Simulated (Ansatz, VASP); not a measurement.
## B in VASP and in Ansatz

Contents of INCAR:

```
PREC = Accurate
ENCUT = 600
EDIFF = 1E-6
ISMEAR = 0
SIGMA = 0.1
LREAL = False
LASPH = True
NELM = 100
ALGO = Normal
ISIF = 3
LWAVE = False
LCHARG = False
GGA = PE
IBRION = 2
NSW = 100
EDIFFG = -0.01
```

Contents of KPOINTS:

```
Automatic mesh
0
Gamma
  12 12 10
```

POSCAR

```
B
1.0
    3.3089738133      0.0000000000      0.0000000000
    0.0000000000      3.3089738133      0.0000000000
    0.0000000000      0.0000000000      4.3049732861
B
5
Direct
    0.0000000000      0.2506571192      0.6594432856
    0.2506571192      0.0000000000      0.3405567144
    0.7493428808      0.0000000000      0.3405567144
    0.0000000000      0.7493428808      0.6594432856
    0.0000000000      0.0000000000      0.0000000000
```

Input for Ansatz:

```yaml
crystal:
  lattice:
    - [3.3089738133, 0.0, 0.0]
    - [0.0, 3.3089738133, 0.0]
    - [0.0, 0.0, 4.3049732861]
  atoms:
    - { symbol: B, position: [0.0, 0.2506571192, 0.6594432856] }
    - { symbol: B, position: [0.2506571192, 0.0, 0.3405567144] }
    - { symbol: B, position: [0.7493428808, 0.0, 0.3405567144] }
    - { symbol: B, position: [0.0, 0.7493428808, 0.6594432856] }
    - { symbol: B, position: [0.0, 0.0, 0.0] }
basis:
  ecutwfc: 420
kpoints:
  mp_grid: { grid: [12, 12, 10] }
hamiltonian:
  xc: pbe
scf:
  occupations: { method: gaussian, width: 0.1 }
output:
  forces: true
  stress: true
  eigenvalues: true
relax:
  adjacent_minimum: "off"
  f_tol: 0.01
  max_steps: 80
  cell: { stress_tol: 0.05 }
```

Alike in both runs: task relaxation of cell and atoms; functional PBE; k mesh 12 × 12 × 10; occupations gaussian, width 0.1 eV; no spin polarisation.

|  | VASP | Ansatz |
| --- | --- | --- |
| version | VASP 6.6.1 | Ansatz 0.2.0 |
| potentials or method | VASP PAW PBE potentials, release 64 (B) | scalar-relativistic, plane waves, PAW |
| plane-wave cutoff (eV) | 600 | 420 |
| valence electrons in the cell | 15 | 15 |

|  | VASP | Ansatz | Ansatz less VASP |
| --- | --- | --- | --- |
| gap on the k mesh at the Fermi level, each at its own relaxed structure (eV) | none | none | - |
| relaxed volume (Å³/atom) | 9.42 | 9.43 | +0.010 |
| relaxed cell length with the largest relative difference (Å) | 3.310 | 3.312 | +0.0015 |

A gap of «none» marks a metal or a gap that the smearing closes.
